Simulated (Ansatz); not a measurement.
# Stack of honeycomb AlP under honeycomb AsSb, upper layer turned by 180° in a perpendicular field, part 2 of 3

What dipole does a perpendicular field induce in the stack of honeycomb AlP under honeycomb AsSb, upper layer turned by 180°, and does the gap follow? A positive field points along +c.

Ansatz 0.2.0; plane-wave DFT, PBEsol-D3(BJ), Ansatz PAW (the session's first sound run).

So far. Step 2 (Relaxation): The lattice constant a goes from 3.900 to 3.835 Å.

### Step 3. Atoms held, field 0

A sawtooth potential applies the field, turning back in the middle of the vacuum. With the dipole correction the typed value is the field outside the slab. The induced dipole is small, so the SCF threshold is tight.

The cell differs from the one that the last finished run ended in (c 40.620 → 23.569 Å).

input.yaml reads:

```yaml
crystal:
  lattice:
    - [3.8351694096, 0.0, 0.0]
    - [-1.9175847048, 3.3213541365, 0.0]
    - [0.0, 0.0, 23.5691030317]
  atoms:
    - { symbol: P, position: [0.6666666667, 0.3333333333, 0.3818558554] }
    - { symbol: Al, position: [0.3333333333, 0.6666666667, 0.3988416293] }
    - { symbol: Sb, position: [0.6666666667, 0.3333333333, 0.5546437972] }
    - { symbol: As, position: [0.0, 0.0, 0.6181441446] }
kpoints:
  mp_grid: { grid: [12, 12, 1] }
  band_path:
    path: [[0, 0, 0], [0.5, 0, 0], [0.33333333, 0.33333333, 0], [0, 0, 0]]
    npoints: 16
hamiltonian:
  xc: pbesol
  dispersion: d3bj
scf:
  occupations: { method: fermi_dirac, width: 0.02585 }
  convergence: { dr2_threshold: 1.0e-10 }
efield:
  axis: 3
  dipole_correction: true
  ramp_position: 0.97
  ramp_width: 0.06
  amplitude: 0
output:
  dos: { projected: true, e_range: [-6, 5] }
  bader: true
  write_potential: true
  write_density: true
  volumetric_format: npy
  elf: true
```

Command:

```sh
$ ansatz run input.yaml --threads 2 --pin off --max-ram 3072MiB --backend cpu --events-out ev --progress --plain --runs-dir out
```

Numbers of over 12 decimals in the logs are rounded to 6 here.

The log of the run:

```text
[...]
Crystal: 4 atoms, lattice volume = 300.222 Å³
Basis set: ecut = 420 eV, 5839 PW (Γ)
Bands: 23, of which v1, the nominal top of the filled ones, is band 19 counted from 1 (18 counted from 0)
Symmetry: 6 space group operations
[...]
k-points: 19 of 144 (time reversal used)
[...]
SCF iter   1: F=—  HF=-12486.122660 eV  |F-HF|=—  |Δ(HF+E_count)|=         —  Δρ=2.24e-3  dr2=3.24e-2  ethr=1.77e-3  p=0.022 e·Å  D=1.34e-2 V/Å  ΔV_dip=-0.32 eV  dr2_dipole=1.56e-4  V_vac-E_F(+/−)=4.82/5.14 eV  ⟨swp⟩=10.9  Hψ=2761  notcnv=0
efield: sawtooth ramp at fractional position 0.9700 (set: `efield.ramp_position`, or a place that a band, a saddle search or an elastic batch's reference lends), width 0.0600; the density the first Hamiltonian is built on has a dipole p = 0.022 e·Å; the dipole correction subtracts the counter field D = 1.34e-2 V/Å, which shifts the + side's vacuum level by -0.32 eV against the − side's; the planar-averaged density in the ramp window peaks in size at 2.2e-5 e/Å³
[...]
SCF iter   2: F=—  HF=-12486.117128 eV  |F-HF|=—  |Δ(HF+E_count)|=   5.53e-3  Δρ=9.49e-4  dr2=6.37e-3  ethr=8.52e-5  p=0.024 e·Å  D=1.46e-2 V/Å  ΔV_dip=-0.34 eV  dr2_dipole=8.89e-7  V_vac-E_F(+/−)=4.80/5.15 eV  ⟨swp⟩=2.9  Hψ=857  notcnv=0
[...]
SCF iter  11: F=-12486.116718 eV  HF=-12486.116718 eV  |F-HF|=5.09e-11  |Δ(HF+E_count)|=  3.18e-10  Δρ=7.42e-8  dr2=5.04e-11  ethr=1.00e-12  p=0.034 e·Å  D=2.03e-2 V/Å  ΔV_dip=-0.48 eV  dr2_dipole=6.16e-12  V_vac-E_F(+/−)=4.75/5.23 eV  ⟨swp⟩=4.0  Hψ=1387  notcnv=0
SCF 1 converged in 11 iterations: F = -12486.116718 eV  dr2 = 5.04e-11
[...]
NSCF: frozen V_eff on 49 k-points
efield: sawtooth ramp at fractional position 0.9700 (kept from the solve that this one continues, or follows in the run), width 0.0600; the density the first Hamiltonian is built on has a dipole p = 0.034 e·Å; the dipole correction subtracts the counter field D = 2.03e-2 V/Å, which shifts the + side's vacuum level by -0.48 eV against the − side's; the planar-averaged density in the ramp window peaks in size at 1.2e-7 e/Å³
WARN: The output density's exchange-correlation potential varies sharply where the density is thin. Do not read a vacuum level from v_tot or v_xc, or from such a field of the output density. On a cell that repeats whose density bears no net charge and no dipole along the vacuum's axis use v_es (v_loc + v_h of the components); under efield.dipole_correction with no amplitude use v_es + v_field, which holds any externa [...]
SCF converged after 11 iterations
Free energy (F): -12486.116718 eV
[...]
Internal energy: -12486.116718 eV  (E = F + TS)
E sigma→0 (E₀):  -12486.116718 eV
Fermi energy:    -0.944381 eV
Dipole field:    D = 0.020306 V/Å  (p = 0.033690 e·Å, saw-weighted, corrected)
Work function:   Φ+ = 4.7537 eV   Φ− = 5.2323 eV
Levels:          The Fermi level and band energies are counted from a zero that moves with the ramp; work functions are not
[...]
--- Band table (eV; the first three rows and the last of 19) ---
  k-point 0: bands = [... 15 lower, -2.2230, -1.8970, -1.5718, -1.5718, 0.1613, 1.4310, 1.7691, 1.7691]
  k-point 1: bands = [... 15 lower, -2.3529, -2.3250, -1.8537, -1.7526, 0.7168, 1.5250, 1.8494, 1.9435]
  k-point 2: bands = [... 15 lower, -3.3633, -2.5742, -2.1597, -1.7710, 0.4682, 1.8026, 2.2390, 2.2807]
  k-point 18: bands = [... 15 lower, -5.1197, -3.6263, -3.3877, -1.5945, -0.3265, 1.1738, 1.8164, 2.9297]
--- Bader charges: 4 sites ---
  site symbol  charge [e]  shift [e]
     0      P     -1.9912     0.0000
     1     Al      2.0051     0.0000
     2     Sb      0.2862     0.0000
     3     As     -0.3000     0.0000
  estimated error of the sums over rays = 2.6e-4 e
```

Run time: 28 s. Hardware: 2 threads of Arm Neoverse V2, shared host; peak memory 0.57 GiB.

Numbers from this step:

| Property | Result |
| --- | --- |
| gap on the k-mesh | 1.245 eV |
| dipole along the normal | 0.03369 e·Å |
| gap along the path | 1.245 eV |
| smallest direct gap along the path | 1.268 eV |
| step between the vacuum levels | -0.4786 eV |
| ionisation energy, upper face | 5.381 eV |
| electron affinity, upper face | 4.136 eV |
| ionisation energy, lower face | 5.860 eV |
| gap, the smaller of path and mesh | 1.245 eV |

Running mean over a fixed 2.5 Å (it still follows the layers) of the planar mean; the ramp of the sawtooth is left out. The electron's electrostatic potential energy less the Fermi level by z:

```
z (Å)  electron's electrostatic potential energy less the Fermi level (eV)
    3                                                                 5.23
    4                                                                 5.23
    5                                                                 5.23
    6                                                                 5.19
    7                                                                 4.45
    8                                                               -0.909
    9                                                                -4.89
   10                                                                -3.32
   11                                                                 1.49
   12                                                               -0.556
   13                                                                -4.21
   14                                                                -4.29
   15                                                               -0.492
   16                                                                 2.75
   17                                                                 4.55
   18                                                                 4.74
   19                                                                 4.75
   20                                                                 4.75
```

The density of states has structure finer than the step of the table below, so its rows give means over 0.25 eV, whole bins alone (the curve runs from -6 to 2.41 eV). Peaks (eV: height): -5.640: 10.2, -3.990: 8.72, -3.020: 6.88, -2.390: 6.52, -2.200: 6.55, -0.950: 8.65, -0.820: 14.1.

The density of states by energy, zero at the Fermi level of the run, which the smearing sets inside the gap; means over each step:

```
energy (eV)  density of states (states/eV a cell)
      -5.75                                  2.32
      -5.50                                  1.53
      -5.25                                 0.755
      -5.00                                 0.594
      -4.75                                 0.483
      -4.50                                 0.821
      -4.25                                  1.02
      -4.00                                  4.22
      -3.75                                  2.20
      -3.50                                  1.49
      -3.25                                  2.11
      -3.00                                  3.52
      -2.75                                  2.22
      -2.50                                  3.64
      -2.25                                  4.46
      -2.00                                  5.30
      -1.75                                  1.72
      -1.50                                  1.17
      -1.25                                 0.671
      -1.00                                  4.31
      -0.75                                  3.99
      -0.50                               0.00102
      -0.25                                     0
       0.00                                     0
       0.25                                     0
       0.50                               0.00188
       0.75                                  1.22
       1.00                                  3.01
       1.25                                  1.60
       1.50                                  1.42
       1.75                                  1.06
       2.00                                  1.36
       2.25                                  3.88
```

Projected DOS per atom over height of the atomic layer and energy from the Fermi level. Layers: AlP Sb As from below.

Ten even steps from '0' (0.00 states/eV) to '9' (1.45 states/eV), each cell a mean:
```
564
121
033
246
122
000
000
000
678
223
212
779
767
334
455
322
299
122
100
200
400
300
```
Columns: height of the atomic layer (Å) from 9.20 to 14.6 (not evenly spaced); rows upwards: energy from the Fermi level (eV) from -5.96 to 2.41.

Electronic bands along the path, in eV, zero at the Fermi level of the run, which the smearing sets inside the gap:

```
  point  band 16  band 17  band 18  band 19  band 20  band 21  band 22  band 23
      Γ    -1.28    -0.95    -0.63    -0.63     1.11     2.38     2.71     2.71
halfway    -2.35    -1.92    -1.65    -0.84     0.89     2.54     3.10     3.45
      M    -2.40    -2.30    -2.30    -0.97     0.80     1.61     1.88     2.63
halfway    -3.38    -2.94    -2.24    -0.82     0.97     2.28     2.75     3.00
      K    -4.18    -2.68    -2.44    -0.65     0.62     2.12     2.76     3.87
halfway    -2.67    -2.50    -2.16    -0.81     1.67     2.49     3.32     3.59
      Γ    -1.28    -0.95    -0.63    -0.63     1.11     2.38     2.71     2.71
```

Valence density in the ca plane at fractional y = 0.333, with atoms of P and Sb within 0.2 Å of it. It is the smooth field of the valence electrons, not physical close to the nuclei.

Ten steps, logarithmic in the rise over the least value, from '0' (0 e/Å³) to '9' (16 e/Å³), each cell a mean:
```
00000012232210000122322111000000000000000000
00000123333210001235653210000000000000000000
00000123223210001358974210000000000000000000
00000123213210001359984210000000000000000000
00000123333210001246753210000000000000000000
00000012332210000123332111000000000000000000
00000001222110000011122211100000000000000000
00000000111100000000111221100000000000000000
00000000111100000000111221100000000000000000
00000001121100000011112211100000000000000000
```
Columns run along c (16.0 Å, from fractional 0.25 to 0.93 of the cell), rows up along a (3.8 Å). Atoms in or near the plane, at fractional coordinates: P at (0.38, 0.67), Sb at (0.55, 0.67).

Electrostatic potential energy in the ca plane at fractional y = 0.333, with atoms of P and Sb within 0.2 Å of it. With pseudopotentials it is smooth inside the atoms' cores, unlike the true potential.

Values in eV, 6 rows by 16 columns, each cell a mean:
```
  4   4   4   4   3 -10  -8   2   1 -15 -15   0   3   4   4   4
  4   4   4   4   1 -25 -21   2  -1 -26 -26  -2   3   4   4   4
  4   4   4   4   2 -24 -19   2   0 -25 -25  -1   3   4   4   4
  4   4   4   4   3  -4  -4   2   2  -9  -9   0   3   4   4   4
  4   4   4   4   3   0  -4   1   2   1  -1  -4   1   4   4   4
  4   4   4   4   3   0  -3   1   2   0  -1  -3   2   4   4   4
```
Columns run along c (16.0 Å, from fractional 0.14 to 0.82 of the cell; values clipped at the 3rd and 97th percentile), rows up along a (3.8 Å). Atoms in or near the plane, at fractional coordinates: P at (0.38, 0.67), Sb at (0.55, 0.67).

ELF in the ca plane at fractional y = 0.333, with atoms of P and Sb within 0.2 Å of it. It is the smooth field of the valence electrons, not physical close to the nuclei.

Values, 6 rows by 16 columns, each cell a mean:
```
0.00 0.00 0.00 0.00 0.01 0.16 0.62 0.81 0.80 0.37 0.40 0.45 0.37 0.42 0.19 0.04
0.00 0.00 0.00 0.00 0.03 0.32 0.80 0.47 0.50 0.38 0.49 0.20 0.15 0.25 0.04 0.01
0.00 0.00 0.00 0.00 0.02 0.29 0.78 0.59 0.61 0.38 0.48 0.26 0.19 0.27 0.05 0.01
0.00 0.00 0.00 0.00 0.00 0.10 0.50 0.78 0.79 0.35 0.32 0.49 0.44 0.49 0.29 0.06
0.00 0.00 0.00 0.00 0.00 0.01 0.11 0.36 0.45 0.22 0.07 0.21 0.42 0.58 0.59 0.20
0.00 0.00 0.00 0.00 0.00 0.02 0.19 0.50 0.58 0.26 0.12 0.32 0.46 0.57 0.54 0.16
```
Columns run along c (16.0 Å, from fractional 0.05 to 0.73 of the cell), rows up along a (3.8 Å). Atoms in or near the plane, at fractional coordinates: P at (0.38, 0.67), Sb at (0.55, 0.67).

The gap is 1.25 eV, with the valence edge 5.38 eV and the conduction edge 4.14 eV under the upper vacuum level. Spin-orbit coupling, left out in this run, matters for the bands of elements this heavy.

### Step 4. Single point, field 0.1 V/Å

Edit input.yaml of step 3 so:

```diff
@@ -26,6 +26,4 @@
   ramp_width: 0.06
-  amplitude: 0
+  amplitude: 0.1
 output:
-  dos: { projected: true, e_range: [-6, 5] }
-  bader: true
   write_potential: true
@@ -33,2 +31 @@
   volumetric_format: npy
-  elf: true
```

The log of the run:

```text
[...]
Crystal: 4 atoms, lattice volume = 300.222 Å³
Basis set: ecut = 420 eV, 5839 PW (Γ)
Bands: 23, of which v1, the nominal top of the filled ones, is band 19 counted from 1 (18 counted from 0)
Symmetry: 6 space group operations
[...]
k-points: 19 of 144 (time reversal used)
[...]
--- Band table (eV; the first three rows and the last of 19) ---
  k-point 0: bands = [... 15 lower, -2.2624, -1.8739, -1.5421, -1.5421, 0.1872, 1.3938, 1.7985, 1.7985]
  k-point 1: bands = [... 15 lower, -2.3645, -2.3226, -1.8319, -1.7229, 0.7397, 1.5384, 1.8320, 1.9728]
  k-point 2: bands = [... 15 lower, -3.3587, -2.6135, -2.1303, -1.7495, 0.4953, 1.7829, 2.2440, 2.3100]
  k-point 18: bands = [... 15 lower, -5.1597, -3.5924, -3.3651, -1.6316, -0.3167, 1.1605, 1.8332, 2.9602]
[key lines of the parts left out:]
SCF converged after 13 iterations
Free energy (F): -12486.122720 eV
Fermi energy:    -0.929001 eV
Dipole field:    D = 0.052047 V/Å  (p = 0.086353 e·Å, saw-weighted, corrected)
```

Elapsed: 13 s, on 2 threads; peak memory 0.54 GiB; 25 s of CPU time.

The dipole is 0.0864 e·Å, 0.0527 e·Å from its value without field, and the gap 1.225 eV.

### Step 5. Atoms held, field -0.1 V/Å

Edit input.yaml of step 4 so:

```diff
@@ -26,3 +26,3 @@
   ramp_width: 0.06
-  amplitude: 0.1
+  amplitude: -0.1
 output:
```

The log of the run:

```text
[...]
Crystal: 4 atoms, lattice volume = 300.222 Å³
Basis set: ecut = 420 eV, 5839 PW (Γ)
Bands: 23, of which v1, the nominal top of the filled ones, is band 19 counted from 1 (18 counted from 0)
Symmetry: 6 space group operations
[...]
k-points: 19 of 144 (time reversal used)
[...]
--- Band table (eV; the first three rows and the last of 19) ---
  k-point 0: bands = [... 15 lower, -2.1851, -1.9209, -1.6023, -1.6023, 0.1340, 1.4668, 1.7389, 1.7389]
  k-point 1: bands = [... 15 lower, -2.3841, -2.2872, -1.8760, -1.7830, 0.6919, 1.5059, 1.8701, 1.9133]
  k-point 2: bands = [... 15 lower, -3.3630, -2.5366, -2.1898, -1.7929, 0.4398, 1.8162, 2.2351, 2.2506]
  k-point 18: bands = [... 15 lower, -5.0812, -3.6609, -3.4115, -1.5586, -0.3386, 1.1871, 1.7978, 2.8980]
[key lines of the parts left out:]
SCF converged after 13 iterations
Free energy (F): -12486.115984 eV
Fermi energy:    -0.945657 eV
Dipole field:    D = -0.011478 V/Å  (p = -0.019044 e·Å, saw-weighted, corrected)
```

Elapsed: 13 s, on 2 threads; peak memory 0.54 GiB; 25 s of CPU time.

The dipole is -0.0190 e·Å, -0.0527 e·Å from its value without field, and the gap 1.220 eV.

### Step 6. Single point, field 0.2 V/Å

Edit input.yaml of step 5 so:

```diff
@@ -26,3 +26,3 @@
   ramp_width: 0.06
-  amplitude: -0.1
+  amplitude: 0.2
 output:
```

The log of the run:

```text
[...]
Crystal: 4 atoms, lattice volume = 300.222 Å³
Basis set: ecut = 420 eV, 5839 PW (Γ)
Bands: 23, of which v1, the nominal top of the filled ones, is band 19 counted from 1 (18 counted from 0)
Symmetry: 6 space group operations
[...]
k-points: 19 of 144 (time reversal used)
[...]
--- Band table (eV; the first three rows and the last of 19) ---
  k-point 0: bands = [... 15 lower, -2.3033, -1.8518, -1.5132, -1.5132, 0.2115, 1.3551, 1.8270, 1.8270]
  k-point 1: bands = [... 15 lower, -2.4054, -2.2933, -1.8107, -1.6941, 0.7602, 1.5447, 1.8193, 2.0013]
  k-point 2: bands = [... 15 lower, -3.3501, -2.6543, -2.1017, -1.7286, 0.5210, 1.7579, 2.2490, 2.3385]
  k-point 18: bands = [... 15 lower, -5.2012, -3.5594, -3.3438, -1.6697, -0.3092, 1.1471, 1.8480, 2.9894]
[key lines of the parts left out:]
SCF converged after 13 iterations
Free energy (F): -12486.133987 eV
Fermi energy:    -0.911198 eV
Dipole field:    D = 0.083761 V/Å  (p = 0.138971 e·Å, saw-weighted, corrected)
```

It took 13 s on 2 threads; peak memory 0.54 GiB.

The dipole is 0.139 e·Å, 0.105 e·Å from its value without field, and the gap 1.204 eV.

### Step 7. Atoms held, field -0.2 V/Å

Edit input.yaml of step 6 so:

```diff
@@ -26,3 +26,3 @@
   ramp_width: 0.06
-  amplitude: 0.2
+  amplitude: -0.2
 output:
```

The log of the run:

```text
[...]
Crystal: 4 atoms, lattice volume = 300.222 Å³
Basis set: ecut = 420 eV, 5839 PW (Γ)
Bands: 23, of which v1, the nominal top of the filled ones, is band 19 counted from 1 (18 counted from 0)
Symmetry: 6 space group operations
[...]
k-points: 19 of 144 (time reversal used)
[...]
--- Band table (eV; the first three rows and the last of 19) ---
  k-point 0: bands = [... 15 lower, -2.1488, -1.9457, -1.6335, -1.6335, 0.1053, 1.5010, 1.7080, 1.7080]
  k-point 1: bands = [... 15 lower, -2.4158, -2.2510, -1.8988, -1.8140, 0.6650, 1.4825, 1.8824, 1.8925]
  k-point 2: bands = [... 15 lower, -3.3575, -2.5009, -2.2203, -1.8151, 0.4102, 1.8228, 2.2197, 2.2328]
  k-point 18: bands = [... 15 lower, -5.0443, -3.6962, -3.4364, -1.5240, -0.3527, 1.2000, 1.7773, 2.8651]
[key lines of the parts left out:]
SCF converged after 13 iterations
Free energy (F): -12486.120529 eV
Fermi energy:    -0.937753 eV
Dipole field:    D = -0.043324 V/Å  (p = -0.071880 e·Å, saw-weighted, corrected)
```

Run time: 13 s. Hardware: 2 threads; peak memory 0.54 GiB.

The dipole is -0.0719 e·Å, -0.106 e·Å from its value without field, and the gap 1.171 eV.

### Step 8. Single point, field 0.35 V/Å

Edit input.yaml of step 7 so:

```diff
@@ -26,4 +26,6 @@
   ramp_width: 0.06
-  amplitude: -0.2
+  amplitude: 0.35
 output:
+  dos: { projected: true, e_range: [-6, 5] }
+  bader: true
   write_potential: true
@@ -31 +33,2 @@
   volumetric_format: npy
+  elf: true
```

The log of the run:

```text
[...]
Crystal: 4 atoms, lattice volume = 300.222 Å³
Basis set: ecut = 420 eV, 5839 PW (Γ)
Bands: 23, of which v1, the nominal top of the filled ones, is band 19 counted from 1 (18 counted from 0)
Symmetry: 6 space group operations
[...]
k-points: 19 of 144 (time reversal used)
[...]
k-point 2: bands = [... 15 lower, -3.3318, -2.7182, -2.0605, -1.6984, 0.5567, 1.7116, 2.2540, 2.3793]
  k-point 18: bands = [... 15 lower, -5.2659, -3.5116, -3.3145, -1.7287, -0.3025, 1.1271, 1.8663, 3.0308]
--- Bader charges: 4 sites ---
  site symbol  charge [e]  shift [e]
     0      P     -2.0069     0.0000
     1     Al      2.0093     0.0000
     2     Sb      0.2673     0.0000
     3     As     -0.2697     0.0000
  estimated error of the sums over rays = 3.2e-4 e
[key lines of the parts left out:]
SCF converged after 12 iterations
Free energy (F): -12486.160751 eV
Fermi energy:    -0.887141 eV
Dipole field:    D = 0.131321 V/Å  (p = 0.217880 e·Å, saw-weighted, corrected)
```

Run time: 28 s. Hardware: 2 threads; peak memory 0.56 GiB.

The dipole is 0.218 e·Å, 0.184 e·Å from its value without field, and the gap 1.169 eV.

[end of part 2 of 3]

[Logs are printed without paths, hosts, clocks, repeated set-up lines and the standing remarks that a program may print on its own settings, such as how far it seeks lower states.]

[Hosts, paths, dates, database ids (printed as entryN), source tags and the programs' standing remarks are cut or masked in the printed files.]

[Maps of the electrostatic potential energy from Ansatz leave out the sawtooth potential of an applied field or a dipole correction, so their vacuum need not be flat; planar profiles and work functions include it.]

[The density of states shown here was stored with 400 of the rows of the run's finer table, so its peaks can read low, often by over a quarter, or be missed, and its means over a window can be off by a tenth or more.]
